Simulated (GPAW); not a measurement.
A run of GPAW 26.7.0:

Contents of run.py:

```python
from ase.calculators.mixing import SumCalculator
from ase.filters import FrechetCellFilter
from ase.io import read, write
from ase.optimize import BFGS
from dftd4.ase import DFTD4
from gpaw import GPAW, PW, setup_paths

setup_paths.insert(0, '.')

atoms = read('CuO.xyz')

calc = GPAW(mode=PW(800),
            xc='GGA_X_OPTX+GGA_C_LYP',
            kpts={'size': (8, 8, 7), 'gamma': True},
            occupations={'name': 'fermi-dirac', 'width': 0.05},
            nbands=19,
            convergence={'density': 1e-05, 'energy': 1e-05},
            eigensolver='davidson',
            maxiter=150,
            txt='gpaw.txt')
atoms.calc = SumCalculator([calc, DFTD4(method='olyp')])
opt = BFGS(FrechetCellFilter(atoms), trajectory='relax.traj', logfile='-')
done = opt.run(fmax=0.02, steps=100)
calc.write('gs.gpw')
write('result.traj', atoms)
print('Converged:', done)
print('Cell:', atoms.cell.cellpar().round(4))
print('Volume:', round(atoms.get_volume(), 4))
print(atoms.get_scaled_positions().round(5))
```

The input CuO.xyz:

```xyz
2
Lattice="2.8363251093 0.0000000000 0.0000000000 -1.4181625547 2.4563295981 0.0000000000 0.0000000000 0.0000000000 2.7681127800" Properties=species:S:1:pos:R:3 pbc="T T T"
Cu     0.0000000000      0.0000000000      0.0000000000
O      1.4181625548      0.8187765326      1.3840563900
```

Potentials or basis: PAW data sets generated in the run's folder for this functional, pw.

Launch:

```console
$ gpaw-setup -f GGA_X_OPTX+GGA_C_LYP Cu O
$ OMP_NUM_THREADS=1 python run.py
```

Hardware: 1 thread of Arm Neoverse V1 (shared host).

How long does it take, and how much memory?

Run time: 2.7 min on 1 thread of Arm Neoverse V1, on a shared host, peak memory 0.25 GiB. Counts: scf iterations 73, plane waves 1021, bands 19, k points 40, ion steps 8.
